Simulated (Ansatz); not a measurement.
The system is SrO.

```
CELL_PARAMETERS angstrom
0.00000 2.56630 2.56630
2.56630 0.00000 2.56630
2.56630 2.56630 0.00000
ATOMIC_POSITIONS crystal
Sr 0.50000 0.50000 0.50000
O 0.00000 0.00000 0.00000
```

Program: Ansatz 0.2.0. Alike in all runs: cell as given. Hardware: 1 thread of Arm Neoverse V1, with other jobs on the host.

Task: Order these runs on this cell by their wall time, lowest first.
A. task band structure; level LDA; potentials or basis all-electron LAPW, relativistic spinors; spin SOC, no magnetisation; k mesh 7 × 7 × 7; cutoff (eV) 220; smearing fermi-dirac 0.05 eV; basis error allowed 0.001 eV/atom; mesh quality not flagged
B. task single point; level PBE; potentials or basis all-electron LAPW, scalar-relativistic; spin off; k mesh 4 × 4 × 4; cutoff (eV) 200; smearing fermi-dirac 0.02 eV; basis error allowed 0.002 eV/atom; mesh quality coarse
C. task band structure; level PBEsol; potentials or basis all-electron LAPW, non-relativistic; spin off; k mesh 9 × 9 × 9; cutoff (eV) 217; smearing fermi-dirac 0.05 eV; basis error allowed 0.001 eV/atom; mesh quality not flagged

Result: B (1.9 s), C (8.9 s), A (65 s).

Caveats: some runs use coarse meshes; relativity is left out, which matters for the heavier elements (some runs).

Not every run made on this cell is shown here.
